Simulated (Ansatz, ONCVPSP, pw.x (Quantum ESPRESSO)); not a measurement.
## pw.x on fcc O: one setting changed

Potential: optimised norm-conserving Vanderbilt (ONCV), ONCVPSP 4.0.1.1 (patched build), PBE; core [He], reference 2s2 2p3.5; waves: 2s: rc 0.75 bohr, ncon 4, nbas 7, qcut 10.4 1/bohr, 2 projectors, debl 2.4 Ha; 2p: rc 1.80 bohr, ncon 3, nbas 6, qcut 8.5 1/bohr, 2 projectors, debl 2 Ha; d scattering state at 0.03 Ha: rc 1.85 bohr, ncon 4, nbas 8, qcut 5.7 1/bohr, 2 projectors, debl 1.6 Ha; local part: polynomial inside 0.50 bohr (lpopt 5, dvloc0 4 Ha); core correction: Teter function, fcfact 5.75, rcfact 1.65.

The reference run (k-mesh 18³, cutoffs 130/520 Ry, Fermi–Dirac 0.01 Ry, mixing_beta 0.4, conv_thr 1e-9, no spin) gives -0.38 GPa at 8.041 Å³/atom, where all-electron LAPW gives 0.14 GPa. This run, with its own iteration cap, changes diagonalization to paro.

```
&control
  calculation='scf', prefix='x', pseudo_dir='./', outdir='./tmp', tstress=.true., disk_io='none'
/
&system
  ibrav=0, nat=1, ntyp=1, ecutwfc=130, ecutrho=520, nbnd=10,
  occupations='smearing', smearing='fd', degauss=0.01
/
&electrons
  conv_thr=1e-09, mixing_beta=0.4, electron_maxstep=60, diagonalization='paro'
/
ATOMIC_SPECIES
O 1.0 O.UPF
CELL_PARAMETERS angstrom
  0.00000000 1.59010824 1.59010824
  1.59010824 0.00000000 1.59010824
  1.59010824 1.59010824 0.00000000
ATOMIC_POSITIONS crystal
O 0.0000 0.0000 0.0000
K_POINTS automatic
18 18 18 0 0 0
```

```bash
pw.x < O.scf.in > O.scf.out
```

How does the run end?

It converges in 7 iterations; the free energy moves by +0.0 meV/atom and the pressure by +0.00 GPa. The result is that of the reference run.

```
Message from routine setup:
     using ibrav=0 with symmetry is DISCOURAGED, use correct ibrav instead
     lattice parameter (alat)  =       4.2495  a.u.
     unit-cell volume          =      54.2634 (a.u.)^3
     number of electrons       =         6.00
     number of Kohn-Sham states=           10
     kinetic-energy cutoff     =     130.0000  Ry
     charge density cutoff     =     520.0000  Ry
     scf convergence threshold =      1.0E-09
     Exchange-correlation= PBE
     number of k points=   195  Fermi-Dirac smearing, width (Ry)=  0.0100
     iteration #  1     ecut=   130.00 Ry     beta= 0.40
     total energy              =     -33.18948960 Ry
     estimated scf accuracy    <       0.07016554 Ry
     iteration #  2     ecut=   130.00 Ry     beta= 0.40
     total energy              =     -33.18946928 Ry
     estimated scf accuracy    <       0.00868724 Ry
     iteration #  3     ecut=   130.00 Ry     beta= 0.40
     total energy              =     -33.19102223 Ry
     estimated scf accuracy    <       0.00001980 Ry
     iteration #  4     ecut=   130.00 Ry     beta= 0.40
     total energy              =     -33.19103159 Ry
     estimated scf accuracy    <       0.00000565 Ry
     iteration #  5     ecut=   130.00 Ry     beta= 0.40
     total energy              =     -33.19103189 Ry
     estimated scf accuracy    <          5.6E-09 Ry
     iteration #  6     ecut=   130.00 Ry     beta= 0.40
     total energy              =     -33.19103190 Ry
     estimated scf accuracy    <          7.0E-09 Ry
     iteration #  7     ecut=   130.00 Ry     beta= 0.40
     the Fermi energy is     4.8588 ev
!    total energy              =     -33.19103190 Ry
     estimated scf accuracy    <          2.4E-11 Ry
     smearing contrib. (-TS)   =      -0.00560869 Ry
     The total energy is F=E-TS. E is the sum of the following terms:
     one-electron contribution =      -1.58360471 Ry
     hartree contribution      =       4.63246672 Ry
     xc contribution           =      -8.76968856 Ry
     ewald contribution        =     -27.46459665 Ry
     convergence has been achieved in   7 iterations
          total   stress  (Ry/bohr**3)                   (kbar)     P=       -3.85
     Message from routine punch:
     Nothing written, as per user request (disk_io='none')
```

The run took about 63 s on one core of a shared host (Neoverse-N1, 64 threads, 124 GiB, load 58).
